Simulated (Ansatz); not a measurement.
**Bands of TiB2**

```yaml
crystal:
  lattice:
    - [3.02920, 0.00000, 0.00000]
    - [-1.51460, 2.62336, 0.00000]
    - [0.00000, 0.00000, 3.22840]
  atoms:
    - { symbol: Ti, position: [0.00000, 0.00000, 0.00000] }
    - { symbol: B, position: [0.33333, 0.66667, 0.50000] }
    - { symbol: B, position: [0.66667, 0.33333, 0.50000] }
```

Atom numbers follow the list: Ti1, B2, B3.

The conventional cell has a = 3.029 Å, b = 3.029 Å, c = 3.228 Å, α = 90.00°, β = 90.00°, γ = 120.00°. Around Ti (atom 1) lie 12 B at 2.38 Å. Around B (atom 2) lie 3 B at 1.75 Å.

The cell is COD entry 2002799, as deposited and not checked against the literature; nothing was relaxed.

Level of theory: DFT, PBE, all-electron LAPW, scalar-relativistic in Ansatz 0.2.0.

Settings: a Γ-centred 14×14×11 k mesh, Fermi–Dirac smearing of 0.03 eV, basis error target 1 meV/atom, no spin polarisation.

Points in fractions of the reciprocal vectors of this cell: Γ (0, 0, 0), M (0.5, 0, 0), K (0.333, 0.333, 0), A (0, 0, 0.5), L (0.5, 0, 0.5), H (0.333, 0.333, 0.5). The path joins them by straight lines in the order Γ–M–K–Γ–A–L–H–A–L; legs that retrace an earlier one aren't tabulated. Energies are in eV from the Fermi level.

Question: Is there a gap?

Answer: none: bands cross the Fermi level, a metal.

Question: List the levels between -20 and 0 eV at the symmetry points.

Answer: 
Γ: -13.55, -2.65 (×2), -2.37, -2.16
M: -9.41, -9.28, -3.32, -3.27, -2.31
K: -8.36 (×2), -7.39, -1.91 (×2)
A: -11.63, -7.65, -0.60 (×2), -0.22 (×2)
L: -9.80, -7.60, -4.69, -3.86, -3.19
H: -8.61 (×2), -5.77, -3.21 (×2)
